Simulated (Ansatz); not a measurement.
InP:

```
In P
1.0
     0.00000    2.93050    2.93050
     2.93050    0.00000    2.93050
     2.93050    2.93050    0.00000
In P
1 1
Direct
  0.00000 0.00000 0.00000
  0.75000 0.75000 0.75000
```

Program: Ansatz 0.2.0. Alike in all runs: no spin polarisation; cell as given; k mesh 8 × 8 × 8; smearing fermi-dirac 0.05 eV. Hardware: 2 threads of Arm Neoverse V2 (shared host).

Problem. Order these runs on this cell by their wall time, lowest first.
A. task single point; level PBE; potentials or basis Ansatz PAW; cutoff (eV) 500
B. task band structure; level PBE; potentials or basis Ansatz PAW; cutoff (eV) 420; points for each segment of the path 14
C. task band structure; level LDA; potentials or basis PseudoDojo standard (LDA files); cutoff (eV) 952; points for each segment of the path 14

Solution. A (1.4 s), B (3.3 s), C (9.7 s).
